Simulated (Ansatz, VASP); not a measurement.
**Hf in VASP and in Ansatz**

INCAR

```
PREC = Accurate ; ENCUT = 520
EDIFF = 1E-7 ; ISMEAR = -1
SIGMA = 0.1 ; LREAL = False
LASPH = True ; NELM = 80
ALGO = Normal ; ISIF = 2
LWAVE = False ; LCHARG = False
GGA = CA ; NBANDS = 28
```

The input KPOINTS:

```
Automatic mesh
0
Gamma
  13 13 4
```

The input POSCAR:

```
Hf
1.0
    2.9812926595      0.0000000000      0.0000000000
   -1.4906463297      2.5818751792      0.0000000000
    0.0000000000      0.0000000000      9.5592296405
Hf
4
Direct
    0.0000000000      1.0000000000      1.0000000000
    0.0000000000      1.0000000000      0.5000000000
    0.3333333333      0.6666666667      0.2500000000
    0.6666666667      0.3333333333      0.7500000000
```

Input for Ansatz:

```yaml
crystal:
  lattice:
    - [2.9812926595, 0.0, 0.0]
    - [-1.4906463297, 2.5818751792, 0.0]
    - [0.0, 0.0, 9.5592296405]
  atoms:
    - { symbol: Hf, position: [0.0, 1.0, 1.0] }
    - { symbol: Hf, position: [0.0, 1.0, 0.5] }
    - { symbol: Hf, position: [0.3333333333, 0.6666666667, 0.25] }
    - { symbol: Hf, position: [0.6666666667, 0.3333333333, 0.75] }
hamiltonian:
  xc: lda
  pseudopotentials:
    kind: paw
    azcp:
      Hf: "pseudopotentials/Hf.paw.azcp"
basis:
  ecutwfc: 420
  fft_grid_basis: typed
kpoints:
  mp_grid: { grid: [13, 13, 4], shift: [0, 0, 0] }
magnetization:
  spin_polarized: false
scf:
  occupations: { method: fermi_dirac, width: 0.1 }
  lower_state_search: "off"
output:
  stress: true
```

Alike in both runs: task single point; functional LDA; k mesh 13 × 13 × 4; occupations fermi-dirac, width 0.1 eV; no spin polarisation.

```csv
,VASP,Ansatz
version,VASP 6.6.1,Ansatz 0.2.0
potentials or method,"VASP PAW LDA potentials, release 64 (Hf_pv)","plane waves (420 eV) with PAW, scalar-relativistic"
plane-wave cutoff (eV),520,420
valence electrons in the cell,40,104
```

VASP gave:

```
pressure (GPa)                                  : 18.5
largest component of the traceless stress (GPa) : 0.87
```

Problem. What did Ansatz give for the same quantities?

Solution. Pressure (GPa): 18.4; largest component of the traceless stress (GPa): 0.90.

The two sets of potentials don't hold the same shells in valence. Ansatz warned: «pseudo_functional_mismatch».

Caveats: so large a pressure means that the cell lies far from this level's equilibrium, or that cutoff or potentials fall short (VASP). Spin-orbit coupling is left out, which matters for the levels of Hf.
